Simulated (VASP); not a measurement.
# A VASP 6.6.1 single-point calculation on CdSe

INCAR

```
LREAL = .FALSE.
NELM = 54
ISMEAR = 2
SIGMA = 0.2
NBANDS = 16
IBRION = -1
LWAVE = .FALSE.
EDIFF = 1E-7
ISIF = 2
PREC = Accurate
ENCUT = 520
NSW = 0
GGA = PE
LCHARG = .FALSE.
LASPH = .TRUE.
```

KPOINTS

```
KPOINTS created by Atomic Simulation Environment
0
Monkhorst-Pack
8 8 8
0 0 0
```

POSCAR

```
Cd Se
 1.0000000000000000
     0.0000000000000000    3.0677809653998871    3.0677809653998871
     3.0677809653998871    0.0000000000000000    3.0677809653998871
     3.0677809653998871    3.0677809653998871    0.0000000000000000
 Cd  Se
   1   1
Cartesian
  0.0000000000000000  0.0000000000000000 -0.0000000000000000
  1.5338904826999433  1.5338904826999433  1.5338904826999433
```

The recommended PBE PAW datasets give the neutral cell 18 valence electrons.

Command

```
mpirun -np 1 vasp_std
```

OSZICAR

```
N       E                     dE             d eps       ncg     rms          rms(c)
DAV:   1     0.108824566180E+03    0.10882E+03   -0.88776E+03  1952   0.101E+03
DAV:   2    -0.157831218922E+01   -0.11040E+03   -0.10418E+03  2304   0.248E+02
DAV:   3    -0.584948756742E+01   -0.42712E+01   -0.42617E+01  2328   0.507E+01
DAV:   4    -0.586795634797E+01   -0.18469E-01   -0.18468E-01  2384   0.333E+00
DAV:   5    -0.586807213236E+01   -0.11578E-03   -0.11578E-03  2368   0.232E-01    0.589E+00
DAV:   6    -0.550976331254E+01    0.35831E+00   -0.54656E-01  2968   0.868E+00    0.470E+00
DAV:   7    -0.548849391293E+01    0.21269E-01   -0.14074E-01  2264   0.249E+00    0.204E+00
DAV:   8    -0.548940371902E+01   -0.90981E-03   -0.12988E-02  2168   0.137E+00    0.247E-01
DAV:   9    -0.548959651158E+01   -0.19279E-03   -0.13848E-03  2280   0.473E-01    0.463E-02
DAV:  10    -0.548966383415E+01   -0.67323E-04   -0.15361E-04  2496   0.153E-01    0.433E-02
DAV:  11    -0.548971353624E+01   -0.49702E-04   -0.81826E-05  2304   0.570E-02    0.167E-02
DAV:  12    -0.548971327914E+01    0.25710E-06   -0.19247E-06  2288   0.164E-02    0.618E-03
DAV:  13    -0.548971388529E+01   -0.60615E-06   -0.17440E-06  2424   0.677E-03    0.295E-03
DAV:  14    -0.548971386504E+01    0.20241E-07   -0.58227E-08  1872   0.188E-03
   1 F= -.54897139E+01 E0= -.54898149E+01  d E =0.404034E-03
```

From OUTCAR

```
k-points           NKPTS =     60   k-points in BZ     NKDIM =     60   number of bands    NBANDS=     16

   NELECT =      18.0000    total number of electrons

   dimension x,y,z NGX =    32 NGY =   32 NGZ =   32
   dimension x,y,z NGXF=    64 NGYF=   64 NGZF=   64

  energy-cutoff  :      520.00
  volume of cell :       57.74
      direct lattice vectors                 reciprocal lattice vectors
     0.000000000  3.067780965  3.067780965    -0.162984257  0.162984257  0.162984257
     3.067780965  0.000000000  3.067780965     0.162984257 -0.162984257  0.162984257
     3.067780965  3.067780965  0.000000000     0.162984257  0.162984257 -0.162984257

 k-points in reciprocal lattice and weights: KPOINTS created by Atomic Simulation Env
   0.06250000  0.06250000  0.06250000       0.004
   0.18750000  0.06250000  0.06250000       0.012
   0.31250000  0.06250000  0.06250000       0.012
   0.43750000  0.06250000  0.06250000       0.012
  -0.43750000  0.06250000  0.06250000       0.012
  -0.31250000  0.06250000  0.06250000       0.012
  -0.18750000  0.06250000  0.06250000       0.012
  -0.06250000  0.06250000  0.06250000       0.012
   ...

 E-fermi :   0.7712

 k-point     1 :       0.0625    0.0625    0.0625
  band No.  band energies     occupation
      1     -11.7007      2.00000
      2      -7.1076      2.00000
      3      -7.1076      2.00000
      4      -7.1005      2.00000
      5      -6.7650      2.00000
      6      -6.7650      2.00000
      7       0.2497      1.99707
      8       0.7050      1.64410
      9       0.7050      1.64410
     10       1.7333      0.00000
     11       6.5906      0.00000
     12       6.7251      0.00000
     13       6.7251      0.00000
     14      10.6593      0.00000
     15      11.4575      0.00000
     16      11.4575      0.00000

 k-point     2 :       0.1875    0.0625    0.0625
  band No.  band energies     occupation
      1     -11.6358      2.00000
      2      -7.0907      2.00000
      3      -7.0807      2.00000
      4      -7.0403      2.00000
      5      -6.7705      2.00000
      6      -6.7608      2.00000
      7      -0.7756      2.00000
      8       0.3846      1.99066
      9       0.6259      2.05523
     10       2.6050      0.00000
     11       6.3236      0.00000
     12       6.8917      0.00000
     13       7.0982      0.00000
     14      10.5335      0.00000
     15      10.9714      0.00000
     16      11.5585      0.00000

 k-point     3 :       0.3125    0.0625    0.0625
  band No.  band energies     occupation
      1     -11.5091      2.00000
      2      -7.0552      2.00000
      3      -7.0460      2.00000
      4      -6.8673      2.00000
      5      -6.7690      2.00000
      6      -6.7507      2.00000
      7      -2.0904      2.00000
      8       0.0614      1.99997
      9       0.3699      1.99014
     10       3.2085      0.00000
     11       6.6571      0.00000
     12       7.1779      0.00000
     13       7.2788      0.00000
     14      10.4346      0.00000
     15      10.8485      0.00000
     16      11.5014      0.00000

 ...

  Total        0.6097869      0.6097869      0.6097869      0.0000000      0.0000000      0.0000000
  in kB       16.9194262     16.9194262     16.9194262      0.0000000      0.0000000      0.0000000
  external PRESSURE =      16.9194262 kB  Pullay stress =       0.0000000 kB

 POSITION                                       TOTAL-FORCE (eV/Angst)
 -----------------------------------------------------------------------------------
      0.00000      0.00000      0.00000        -0.000000     -0.000000     -0.000000
      1.53389      1.53389      1.53389         0.000000      0.000000      0.000000
 -----------------------------------------------------------------------------------
    total drift:                               -0.000000     -0.000000     -0.000000

  FREE ENERGIE OF THE ION-ELECTRON SYSTEM (eV)
  ---------------------------------------------------
  free  energy   TOTEN  =        -5.4897138650 eV

  energy  without entropy=       -5.4901178995  energy(sigma->0) =       -5.48981487
```

It converged. Results: gap between bands v and c on the k mesh 1.03 eV; least direct gap on the k mesh 1.03 eV; pressure 1.7 GPa. Band v is the last that the valence electrons fill when counted band by band, and c is the next.

These settings aren't sound, so the numbers aren't properties of the crystal. The shifted mesh misses Γ, so a band edge there is missed.

On sound settings PBE gives a gap of 0.55 eV on its mesh and a pressure of 1.7 GPa for the intended cell.

The run took about 34 s on one core of a shared host (Intel Xeon Platinum 8488C) and held 0.21 GiB at most.
